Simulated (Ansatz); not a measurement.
Crystal: Te2Mo.

```
Te Mo
1.0
     6.33000    0.00000    0.00000
     0.00000    3.46900    0.00000
    -0.94679    0.00000   13.82762
Te Mo
8 4
Direct
  0.94370 0.75000 0.60450
  0.05630 0.25000 0.39550
  0.90300 0.25000 0.85140
  0.09700 0.75000 0.14860
  0.41120 0.75000 0.89550
  0.58880 0.25000 0.10450
  0.44320 0.25000 0.64840
  0.55680 0.75000 0.35160
  0.81670 0.75000 0.99260
  0.18330 0.25000 0.00740
  0.68190 0.25000 0.49340
  0.31810 0.75000 0.50660
```

Base run:

* Program: Ansatz 0.2.0
* Functional: LDA
* Potentials or basis: Ansatz PAW
* Cutoff: 420 eV
* Density cutoff: 1680 eV
* k mesh: 4 × 8 × 2
* Occupations: fermi-dirac, width 0.05 eV
* Spin: no spin polarisation
* Hubbard terms: Mo d U = 7 eV

Its results: band gap on the k mesh none (metal or under the smearing width); pressure -0.9 GPa; largest force 0.438 eV/Å.

Question: After a change of settings the same cell gave: band gap on the k mesh none (metal or under the smearing width); pressure -1.9 GPa; largest force 0.447 eV/Å. Which change was it?
A. functional from LDA to r2SCAN; cutoff from 420 eV to 500 eV; density cutoff from 1680 eV to 2000 eV; hubbard terms from Mo d U = 7 eV to none; hubbard projectors from ortho-atomic (the default) to none
B. hubbard terms from Mo d U = 7 eV to Mo d U = 6.2 eV
C. functional from LDA to BLYP; hubbard terms from Mo d U = 7 eV to none; hubbard projectors from ortho-atomic (the default) to none
D. functional from LDA to PBEsol; hubbard terms from Mo d U = 7 eV to Mo d U = 6.2 eV

Answer: B.

Caveats: U without spin polarisation on a metal has little footing; the PAW data sets come from PBE, with cores solved anew for the run's functional, which leaves a small shift of forces and pressure; the U is typed as a test and isn't derived for this compound.

Not every run made on this cell is shown here.
